**Diamond-structure rhenium across five functionals: one stiffness curve or several**

The table holds the volume per atom, bulk modulus and its pressure derivative of Re in the diamond structure from scalar-relativistic plane-wave PAW calculations without spin polarisation, using LDA, PBEsol, PBE, revPBE and RPBE. The program carries the LDA row to the other volumes with the Murnaghan form $B_0(V_0/V)^{B'}$ and compares the functionals at equal volume by interpolating the pressures of the same runs. The LDA curve falls 7 to 17 GPa below the gradient-corrected rows, and at 22 Å³ each of these is stiffer than LDA, because the extra outward pressure decays on expansion. The exchange enhancement factor gives the order of the volumes but not their proportions. The output also shows that the PBE row, with its denser k mesh, leaves the order in band overlap and entropy, and that the revPBE to RPBE slope is barely resolved by the rounding of the table.

Rhenium in the diamond structure, computed with Ansatz 0.2.0 using plane-wave DFT without spin polarisation, scalar-relativistic PAW datasets made for PBE, a 420 eV cutoff and Fermi-Dirac smearing of 0.1 eV. Volume, bulk modulus and its pressure derivative come from a third-order Birch-Murnaghan fit to energies extrapolated to zero smearing.

## Script

```python
# Table: volume per atom, bulk modulus B and B' of diamond-structure Re; Ansatz 0.2.0, plane-wave PAW,
# scalar-relativistic, no spin, five functionals. Tested: whether one B(V) curve (LDA, Murnaghan form,
# no free parameter) gives all rows, how the functionals compare at equal volume, and mesh/smearing signs.
T = {
    'functional': ['LDA', 'PBEsol', 'PBE', 'revPBE', 'RPBE'],
    'k_mesh': ['11×11×11', '11×11×11', '16×16×16', '11×11×11', '11×11×11'],
    'volume': [21.48, 21.87, 22.56, 22.77, 22.86],  # Å³
    'bulk_modulus': [200, 192, 178, 173, 171],  # GPa
    'bulk_modulus_pressure_derivative': [4.21, 4.2, 4.2, 4.23, 4.24],
}
import numpy as np
from scipy.interpolate import CubicSpline
from scipy.constants import e
F = T['functional']; V = np.array(T['volume'], float); B = np.array(T['bulk_modulus'], float)
Bp = np.array(T['bulk_modulus_pressure_derivative'], float); n = len(F)
# further outputs of the same runs (rows in table order): cell edge A, pressure GPa, at six volume factors
fac = np.array([0.88, 0.92, 0.96, 1.0, 1.04, 1.08])
edge = np.array([[3.769, 3.825, 3.880, 3.933, 3.984, 4.035], [3.791, 3.848, 3.903, 3.956, 4.008, 4.059],
                 [3.830, 3.887, 3.943, 3.997, 4.049, 4.100], [3.842, 3.900, 3.955, 4.010, 4.062, 4.114],
                 [3.847, 3.905, 3.961, 4.015, 4.068, 4.119]])
P = np.array([[33.15854, 19.67222, 8.749985, -0.1118, -7.30626, -13.14241],
              [31.81455, 18.88053, 8.403694, -0.098923, -7.003945, -12.60554],
              [29.68585, 17.66229, 7.919244, 0.012862, -6.402477, -11.60109],
              [28.80079, 17.10413, 7.63718, -0.03754, -6.258143, -11.29373],
              [28.48191, 16.91398, 7.552296, -0.035334, -6.184279, -11.15973]])
# same runs: entropy term TS (eV per cell) at factors 0.96, 1.0, 1.04; band overlap (eV) at factor 1.0
TS = np.array([[0.038553, 0.040692, 0.042961], [0.0384, 0.040595, 0.042822], [0.044228, 0.045565, 0.047033],
               [0.040665, 0.042967, 0.045287], [0.040864, 0.043172, 0.045498]])
ov = [1.180574, 1.186131, 1.466496, 1.153333, 1.151314]
V1 = (edge**3 / (2 * np.sqrt(2)) / fac).mean(axis=1)
cs = [CubicSpline(np.log(V1[i] * fac), P[i]) for i in range(n)]
print("Rounding of table: V 0.005 A^3, B 0.5 GPa, B' 0.005")
print(f"LDA to RPBE: V +{V[-1]-V[0]:.2f} A^3 ({100*(V[-1]/V[0]-1):.1f} %), B {B[-1]-B[0]:.0f} GPa ({100*(B[-1]/B[0]-1):.1f} %), B' spread {np.ptp(Bp):.2f}")
print("Steps between rows: dV A^3, dV %, dB GPa, dlnB/dlnV, its rounding limit")
for i in range(1, n):
    d = np.log(V[i]/V[i-1]); s = np.log(B[i]/B[i-1]) / d
    u = (0.5/B[i] + 0.5/B[i-1] + abs(s)*0.01/V[i]) / d
    print(f"  {F[i-1]} to {F[i]}: {V[i]-V[i-1]:.2f}, {100*(V[i]/V[i-1]-1):.2f}, {B[i]-B[i-1]:.0f}, {s:.2f}, +-{u:.2f}")
pred = B[0] * (V[0]/V)**Bp[0]
print(f"LDA curve B0(V0/V)^B' at each volume (GPa); rounding limit about {1+Bp[0]*B[0]*0.01/V[0]:.1f} GPa")
for i in range(1, n):
    print(f"  {F[i]}: curve {pred[i]:.1f}, table {B[i]:.0f}, table minus curve {B[i]-pred[i]:+.1f} ({100*(B[i]/pred[i]-1):+.1f} %)")
Vc = 22.0; x = np.log(Vc)
Pc = np.array([float(c(x)) for c in cs]); Bc = np.array([-float(c(x, 1)) for c in cs])
print(f"At common V = {Vc} A^3 (GPa): P and B from run pressures, B from own table row by the same formula")
for i in range(n):
    print(f"  {F[i]}: P {Pc[i]:+.2f}, B {Bc[i]:.1f}, B from table {B[i]*(V[i]/Vc)**Bp[i]:.1f}")
print("Pressure above LDA (GPa) at 21, 22, 23 A^3; dB at 22; n = dB/dP; slope -(B'-n); table slope from LDA")
for i in range(1, n):
    dP = [float(cs[i](np.log(v)) - cs[0](np.log(v))) for v in (21.0, 22.0, 23.0)]
    m = (Bc[i]-Bc[0]) / dP[1]
    print(f"  {F[i]}: {dP[0]:.2f}, {dP[1]:.2f}, {dP[2]:.2f}; {Bc[i]-Bc[0]:.1f}; {m:.2f}; {m-Bp[0]:.2f}; {np.log(B[i]/B[0])/np.log(V[i]/V[0]):.2f}")
# exchange enhancement F(s); mu and kappa are rough recalled two-figure values
pbe = lambda s, mu, k: 1 + k - k / (1 + mu*s*s/k)
Fx = lambda s: np.array([1, pbe(s, 0.12, 0.80), pbe(s, 0.22, 0.80), pbe(s, 0.22, 1.2), 1 + 0.80*(1 - np.exp(-0.22*s*s/0.80))])
print("Enhancement F (rough constants) at s=1, s=2; V-V(LDA) A^3; that shift per unit F(1)-1")
for i in range(1, n):
    print(f"  {F[i]}: {Fx(1)[i]:.2f}, {Fx(2)[i]:.2f}; {V[i]-V[0]:.2f}; {(V[i]-V[0])/(Fx(1)[i]-1):.1f}")
print("Mesh; overlap eV; TS eV/cell; smearing pressure GPa; its volume shift; V at zero stress; table V (A^3)")
for i in range(n):
    ps = 0.5*(TS[i, 2]-TS[i, 0]) / (0.08*2*V1[i]) * e*1e21
    vz = np.exp(cs[i].roots(extrapolate=False)[0])
    print(f"  {F[i]}: {T['k_mesh'][i]}; {ov[i]:.2f}; {TS[i,1]:.4f}; {ps:.2f}; {V[i]*ps/B[i]:.3f}; {vz:.2f}; {V[i]:.2f}")
bi = np.exp(np.interp(np.log(V[2]), np.log(V[[1, 3]]), np.log(B[[1, 3]])))
print(f"PBE on the log line PBEsol-revPBE: {bi:.1f} GPa, table {B[2]:.0f}, difference {B[2]-bi:+.1f}")
print(f"Pressure gaps at 22 A^3: revPBE-PBE {Pc[3]-Pc[2]:.2f} GPa, RPBE-revPBE {Pc[4]-Pc[3]:.2f} GPa")
assert np.all(np.diff(V) > 0) and np.all(np.diff(B) < 0)
assert np.all(B[1:] - pred[1:] > 2)
assert np.all(Pc[1:] > Pc[0]) and np.all(Bc[1:] > Bc[0])
assert int(np.argmax(ov)) == 2 and int(np.argmax(TS[:, 1])) == 2
```

Printed output:

```
Rounding of table: V 0.005 A^3, B 0.5 GPa, B' 0.005
LDA to RPBE: V +1.38 A^3 (6.4 %), B -29 GPa (-14.5 %), B' spread 0.04
Steps between rows: dV A^3, dV %, dB GPa, dlnB/dlnV, its rounding limit
  LDA to PBEsol: 0.39, 1.82, -8, -2.27, +-0.34
  PBEsol to PBE: 0.69, 3.16, -14, -2.44, +-0.21
  PBE to revPBE: 0.21, 0.93, -5, -3.08, +-0.76
  revPBE to RPBE: 0.09, 0.40, -2, -2.95, +-1.80
LDA curve B0(V0/V)^B' at each volume (GPa); rounding limit about 1.4 GPa
  PBEsol: curve 185.4, table 192, table minus curve +6.6 (+3.6 %)
  PBE: curve 162.7, table 178, table minus curve +15.3 (+9.4 %)
  revPBE: curve 156.5, table 173, table minus curve +16.5 (+10.6 %)
  RPBE: curve 153.9, table 171, table minus curve +17.1 (+11.1 %)
At common V = 22.0 A^3 (GPa): P and B from run pressures, B from own table row by the same formula
  LDA: P -4.42, B 180.9, B from table 180.8
  PBEsol: P -1.03, B 187.3, B from table 187.3
  PBE: P +4.82, B 197.7, B from table 197.8
  revPBE: P +6.52, B 199.7, B from table 200.1
  RPBE: P +7.25, B 200.6, B from table 201.2
Pressure above LDA (GPa) at 21, 22, 23 A^3; dB at 22; n = dB/dP; slope -(B'-n); table slope from LDA
  PBEsol: 3.69, 3.39, 3.11; 6.4; 1.90; -2.31; -2.27
  PBE: 10.04, 9.23, 8.51; 16.8; 1.82; -2.39; -2.38
  revPBE: 11.84, 10.94, 10.13; 18.8; 1.72; -2.49; -2.49
  RPBE: 12.62, 11.67, 10.81; 19.8; 1.69; -2.52; -2.52
Enhancement F (rough constants) at s=1, s=2; V-V(LDA) A^3; that shift per unit F(1)-1
  PBEsol: 1.10, 1.30; 0.39; 3.7
  PBE: 1.17, 1.42; 1.08; 6.3
  revPBE: 1.19, 1.51; 1.29; 6.9
  RPBE: 1.19, 1.53; 1.38; 7.2
Mesh; overlap eV; TS eV/cell; smearing pressure GPa; its volume shift; V at zero stress; table V (A^3)
  LDA: 11×11×11; 1.18; 0.0407; 0.10; 0.011; 21.49; 21.48
  PBEsol: 11×11×11; 1.19; 0.0406; 0.10; 0.012; 21.88; 21.87
  PBE: 16×16×16; 1.47; 0.0456; 0.06; 0.008; 22.57; 22.56
  revPBE: 11×11×11; 1.15; 0.0430; 0.10; 0.013; 22.79; 22.77
  RPBE: 11×11×11; 1.15; 0.0432; 0.10; 0.014; 22.88; 22.86
PBE on the log line PBEsol-revPBE: 177.2 GPa, table 178, difference +0.8
Pressure gaps at 22 A^3: revPBE-PBE 1.70 GPa, RPBE-revPBE 0.73 GPa
```
